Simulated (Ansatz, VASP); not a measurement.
# Two plane-wave programs on Tl

```
Tl
1.0
     3.40929    0.00000    0.00000
    -1.70465    2.95253    0.00000
     0.00000    0.00000    5.45033
Tl
2
Direct
  0.66667 0.33333 0.75000
  0.33333 0.66667 0.25000
```

Change from the starting cell: volume scaled by 0.96.

Alike in both runs: task single point; functional PBE; k mesh 9 × 9 × 5; occupations fermi-dirac, width 0.05 eV; no spin polarisation.

```csv
,VASP,Ansatz
version,VASP 6.6.1,Ansatz 0.2.0
potentials or method,"VASP PAW PBE potentials, release 64 (Tl_d)",Ansatz PAW
plane-wave cutoff (eV),520,420
valence electrons in the cell,26,26
```

```csv
,VASP,Ansatz,Ansatz less VASP
gap on the k mesh at the Fermi level (eV),none,none,-
pressure (GPa),5.3,5.4,+0.07
largest component of the traceless stress (GPa),1.14,1.15,+0.007
```

A gap of «none» marks a metal or a gap that the smearing closes. The functional is the same, so the differences come from potentials, cutoffs and numerics.

The runs have no spin-orbit coupling, so splittings on Tl are missing.
